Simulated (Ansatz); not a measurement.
Li:

```
CELL_PARAMETERS angstrom
-1.75465 1.75465 1.75465
1.75465 -1.75465 1.75465
1.75465 1.75465 -1.75465
ATOMIC_POSITIONS crystal
Li 0.00000 0.00000 0.00000
```

```yaml
Program: Ansatz 0.2.0
Task: phonons
Functional: PBE
Potentials_or_basis: all-electron LAPW, scalar-relativistic
Cutoff: 74 eV (chosen from the basis error)
Basis_error_allowed: 0.001 eV/atom
k_mesh: 8 × 8 × 8
Occupations: fermi-dirac, width 0.05 eV
Spin: no spin polarisation
Phonon_path: "[\"G\", \"H\", \"N\", \"G\", \"P\", \"H\"]"
```

Q: Is this structure dynamically stable at this level, and how far does the spectrum reach?

A: Yes, as far as this q mesh shows: no mode on the path is imaginary. The highest frequency is 311 cm⁻¹.

A q mesh this small can miss soft modes between its points.

Caveat: the k mesh is thin for a metal, which can move the energy by tens of meV per atom; a metal's response needs a denser mesh.
